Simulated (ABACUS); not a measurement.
Crystal: MoS2.

```
Mo S
1.0
     1.58000    0.91221    6.15000
    -1.58000    0.91221    6.15000
     0.00000   -1.82443    6.15000
Mo S
1 2
Direct
  0.00000 0.00000 0.00000
  0.41700 0.41700 0.41700
  0.25000 0.25000 0.25000
```

Measurements of this composition are mostly on another form, of space group No. 194.

Base run:

- Program: ABACUS 3.10.1
- Functional: LDA
- Potentials or basis: PseudoDojo NC SR 0.4.1 LDA stringent
- Cutoff: 1102 eV
- Density cutoff: 4408 eV
- Basis: plane waves
- k mesh: 8 × 8 × 8
- Occupations: fermi-dirac, width 0.05 eV
- Spin: no spin polarisation

Its results: band gap on the k mesh 0.96 eV, indirect (least direct gap 2.02 eV); pressure -2.2 GPa; largest force 0.109 eV/Å.

**Question.** The run is repeated on the same cell with these changes: functional from LDA to PBEsol; potentials or basis from PseudoDojo NC SR 0.4.1 LDA stringent to SPMS ONCV 1.0 PBE. What comes out?

**Answer.** Band gap on the k mesh 0.99 eV, indirect (least direct gap 2.04 eV); pressure 0.7 GPa; largest force 0.306 eV/Å.

Caveats: the potentials were made for another functional, which shifts forces and pressure (some runs).

A k mesh can miss the band edges.
